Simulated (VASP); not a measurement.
# BN (P6_3mc) in VASP: further runs, part 2 of 2

VASP 6.6.1. The steps go on from the part before.

## Step 4: Single point, r2SCAN+rVV10

POSCAR

```
BN
1.0
    2.5418379130      0.0000000000      0.0000000000
   -1.2709189565      2.2012962050      0.0000000000
    0.0000000000      0.0000000000      4.2049040279
B N
2 2
Direct
    0.3333333333      0.6666666667      0.0002393770
    0.6666666667      0.3333333333      0.5002393770
    0.3333333333      0.6666666667      0.3747606230
    0.6666666667      0.3333333333      0.8747606230
```

INCAR.step1

```
PREC = Accurate
ENCUT = 520
ISMEAR = -1
SIGMA = 0.03
LREAL = False
LASPH = True
NELM = 100
NBANDS = 16
GGA = PE
ALGO = Normal
EDIFF = 1E-4
LWAVE = True
LCHARG = False
```

INCAR.step2

```
PREC = Accurate
ENCUT = 520
EDIFF = 1E-7
ISMEAR = -1
SIGMA = 0.03
LREAL = False
LASPH = True
NELM = 100
ALGO = Normal
ISIF = 2
LWAVE = False
LCHARG = False
METAGGA = R2SCAN
LMIXTAU = True
LUSE_VDW = True
IVDW_NL = 2
BPARAM = 11.95
CPARAM = 0.0093
NBANDS = 16
ISTART = 1
```

KPOINTS

```
Automatic mesh
0
Gamma
  12 12 8
```

Potentials or basis: VASP PAW PBE potentials, release 64 (B, N).

Command:

```console
$ cat potpaw_PBE.64/B/POTCAR potpaw_PBE.64/N/POTCAR > POTCAR
$ cp INCAR.step1 INCAR
$ mpirun -np 1 vasp_std > vasp.out
$ cp INCAR.step2 INCAR
$ mpirun -np 1 vasp_std > vasp.out
```

OUTCAR:

```text
PREC = Accurate
   ENCUT = 520
   EDIFF = 1E-7
   ISMEAR = -1
   LREAL = False
   LASPH = True
   NELM = 100
   ISIF = 2
   METAGGA = R2SCAN
   IVDW_NL = 2
   BPARAM = 11.95
   ISTART = 1

 ion  position               nearest neighbor table
   1  0.333  0.667  0.000-   4 1.56   4 1.56   4 1.56   3 1.57
   2  0.667  0.333  0.500-   3 1.56   3 1.56   3 1.56   4 1.57
   3  0.333  0.667  0.375-   2 1.56   2 1.56   2 1.56   1 1.57
   4  0.667  0.333  0.875-   1 1.56   1 1.56   1 1.56   2 1.57

  LATTYP: Found a hexagonal cell.
 ALAT       =     2.5418379130
 C/A-ratio  =     1.6542770121

  Lattice vectors:

 A1 = (   2.5418379130,   0.0000000000,   0.0000000000)
 A2 = (  -1.2709189565,   2.2012962050,   0.0000000000)
 A3 = (   0.0000000000,   0.0000000000,   4.2049040279)

Analysis of symmetry for initial positions (statically):
=====================================================================
 Subroutine PRICEL returns:
 Original cell was already a primitive cell.

 Routine SETGRP: Setting up the symmetry group for a
 hexagonal supercell.

 Subroutine GETGRP returns: Found 12 space group operations
 (whereof  6 operations were pure point group operations)
 out of a pool of 24 trial point group operations.

The static configuration has the point symmetry C_3v.
 The point group associated with its full space group is C_6v.

Analysis of symmetry for dynamics (positions and initial velocities):
=====================================================================
 Subroutine PRICEL returns:
 Original cell was already a primitive cell.

 Routine SETGRP: Setting up the symmetry group for a
 hexagonal supercell.

 Subroutine GETGRP returns: Found 12 space group operations
 (whereof  6 operations were pure point group operations)
 out of a pool of 24 trial point group operations.

The dynamic configuration has the point symmetry C_3v.
 The point group associated with its full space group is C_6v.

[... 124 lines left out ...]
  Fermi-wavevector in a.u.,A,eV,Ry     =   1.439640  2.720526 28.198951  2.072564
  Thomas-Fermi vector in A             =   2.558473
   LORBIT       =      0    0 simple, 1 ext, 2 COOP (PROOUT), +10 PAW based schemes
   METAGGA = R2SCAN    functional components
   LHFCALC =     F    Hartree Fock is set to
   AEXX    =    0.0000 exact exchange contribution
   IVDW_NL    =     2    kernel type
   BPARAM     =11.9500
   IVDW    =     0    specifies the selected vdW correction
   LEPSILON=     F    determine dielectric tensor
   LRPA    =     F    only Hartree local field effects (RPA)
 non-spin polarized calculation
  energy-cutoff  :      520.00
  volume of cell :       23.53
 maximum number of plane-waves:       652
 NGX is ok and might be reduce to    20
   NGX =  9   NGY =  9   NGZ = 15

 number of electron      16.0000000 magnetization

 Free energy of the ion-electron system (eV)
  ---------------------------------------------------
  ext. energy  EPLUGINS =         0.00000000
  ---------------------------------------------------
  free energy    TOTEN  =       -38.06630144 eV

  energy without entropy =      -38.06630144  energy(sigma->0) =      -38.06630144

 E-fermi :   8.0947     XC(G=0): -13.6925

 val. band max:        7.4618996041   @ k =   0.0000   0.0000   0.0000
 cond. band min:      13.1181431087   @ k =   0.3333   0.3333   0.0000
 fundamental gap:      5.6562435046
 Fermi energy:         8.0947163948

 k-point     1 :       0.0000    0.0000    0.0000
  band No.  band energies     occupation
      1     -14.0744      2.00000
      2      -9.8152      2.00000
      3      -3.9159      2.00000
      4       5.2454      2.00000
      5       5.2454      2.00000
      6       7.1843      2.00000
[... 433 lines left out ...]
      3      -1.7399      2.00000
      4      -0.5510      2.00000
      5       1.3573      2.00000
      6       2.9071      2.00000
[... 8 lines left out ...]
     15      24.8687      0.00000
     16      24.8907      0.00000

 [... further k-points ...]

------------------------ aborting loop because EDIFF is reached ----------------------------------------

  FORCE on cell =-STRESS in cart. coord.  units (eV):
  Direction    XX          YY          ZZ          XY          YZ          ZX
  --------------------------------------------------------------------------------------
  -------------------------------------------------------------------------------------
  Total        0.1706974      0.1706974      0.1646880      0.0000000      0.0000000      0.0000000
  in kB       11.6239833     11.6239833     11.2147630      0.0000000      0.0000000      0.0000000
  external PRESSURE =      11.4875765 kB  Pullay stress =       0.0000000 kB

 VOLUME and BASIS-vectors are now :
 -----------------------------------------------------------------------------
  energy-cutoff  :      520.00
  volume of cell :       23.53
      direct lattice vectors                 reciprocal lattice vectors
     2.541837913  0.000000000  0.000000000     0.393416116  0.227138901  0.000000000
    -1.270918957  2.201296205  0.000000000     0.000000000  0.454277801  0.000000000
     0.000000000  0.000000000  4.204904028     0.000000000  0.000000000  0.237817556

 POSITION                                       TOTAL-FORCE (eV/Angst)
 -----------------------------------------------------------------------------------
     -0.00000      1.46753      0.00101         0.000000     -0.000000      0.001004
      1.27092      0.73377      2.10346         0.000000      0.000000      0.001004
     -0.00000      1.46753      1.57583        -0.000000      0.000000     -0.001004
      1.27092      0.73377      3.67828        -0.000000      0.000000     -0.001004
 -----------------------------------------------------------------------------------
    total drift:                               -0.000000      0.000000     -0.002146

  FREE ENERGIE OF THE ION-ELECTRON SYSTEM (eV)
  ---------------------------------------------------
  free  energy   TOTEN  =       -38.0663014369 eV

  energy  without entropy=      -38.0663014369  energy(sigma->0) =      -38.06630144
```

OUTCAR.step1:

```text
PREC = Accurate
   ENCUT = 520
   ISMEAR = -1
   LREAL = False
   LASPH = True
   NELM = 100
[... 687 lines left out ...]
      1.27092      0.73377      2.10346         0.000000      0.000000      0.003650
     -0.00000      1.46753      1.57583         0.000000      0.000000     -0.003650
      1.27092      0.73377      3.67828        -0.000000      0.000000     -0.003650
 -----------------------------------------------------------------------------------
    total drift:                               -0.000000     -0.000000     -0.000393

  FREE ENERGIE OF THE ION-ELECTRON SYSTEM (eV)
  ---------------------------------------------------
  free  energy   TOTEN  =       -34.8256531010 eV

  energy  without entropy=      -34.8256531010  energy(sigma->0) =      -34.82565310
```

OSZICAR.step1:

```text
N       E                     dE             d eps       ncg     rms          rms(c)
DAV:   1     0.373479380899E+02    0.37348E+02   -0.84072E+03  3048   0.978E+02
DAV:   2    -0.345807110515E+02   -0.71929E+02   -0.67900E+02  4280   0.229E+02
DAV:   3    -0.367781083784E+02   -0.21974E+01   -0.21932E+01  3544   0.372E+01
DAV:   4    -0.367833709891E+02   -0.52626E-02   -0.52623E-02  3624   0.204E+00
DAV:   5    -0.367833852372E+02   -0.14248E-04   -0.14248E-04  3256   0.999E-02    0.953E+00
DAV:   6    -0.349942550784E+02    0.17891E+01   -0.22352E+00  3840   0.136E+01    0.454E+00
DAV:   7    -0.348543958641E+02    0.13986E+00   -0.32577E-01  3880   0.459E+00    0.276E+00
DAV:   8    -0.348265735704E+02    0.27822E-01   -0.53448E-02  3528   0.189E+00    0.259E-01
DAV:   9    -0.348253736093E+02    0.12000E-02   -0.19091E-03  3464   0.522E-01    0.136E-01
DAV:  10    -0.348256465388E+02   -0.27293E-03   -0.47826E-04  3592   0.171E-01    0.253E-02
DAV:  11    -0.348256531010E+02   -0.65622E-05   -0.29107E-05  1752   0.551E-02
   1 F= -.34825653E+02 E0= -.34825653E+02  d E =-.316171E-10
```

Run time: 3.1 min. Hardware: 1 thread of AMD EPYC 7R43 (Zen 3), shared host; peak memory 0.19 GiB.

Results:

```yaml
Free_energy: -38.0663 eV
Pressure: 1.1 GPa
Band_gap_on_the_k_mesh: 5.66 eV, indirect (least direct gap 8.97 eV)
```

Levels at points of the mesh, in eV from the valence-band top:
```
           k point  band 5  band 6  band 7  band 8  band 9  band 10  band 11  band 12
(0.00, 0.00, 0.00)   -2.22   -0.28    0.00    0.00    9.07     9.07     9.31    10.23
(0.50, 0.00, 0.00)   -7.23   -5.21   -4.56   -2.21    7.27     8.57    11.37    12.22
(0.00, 0.00, 0.50)   -1.23   -1.23   -1.23   -1.23   10.25    10.25    10.69    10.69
(0.50, 0.00, 0.50)   -3.94   -3.94   -3.74   -3.74    7.17     7.17    10.71    10.71
```

Caveat: the PAW data sets were made with another functional, which shifts forces and pressure a little. r2SCAN opens gaps a little over a GGA but as a rule still falls short of measured ones.

## Step 5: Summary

```tsv
task	level	cell	k mesh	cutoff (eV)	gap on the mesh (eV)	pressure (GPa)
single point	PBEsol	P6_3mc, 5.88 Å³/atom	9 × 9 × 6	520	4.95	0.6
relaxation of cell and atoms	PBEsol	relaxed	9 × 9 × 6	600	4.95	0.0
single point	r2SCAN+rVV10	P6_3mc, 5.88 Å³/atom	12 × 12 × 8	520	5.66	1.1
```

Alike in all rows: potentials or basis VASP PAW PBE potentials, release 64 (B, N); no spin polarisation; smearing fermi-dirac 0.03 eV.

Caveats: the PAW data sets were made with another functional, which shifts forces and pressure a little; an odd mesh through Γ misses points on the zone boundary, where band edges often lie (some runs); the volume moved by over 15 % at a fixed basis, so the end points are rough (some runs).

Total energies depend on the potentials used, so only differences within one code and one set of settings carry meaning.
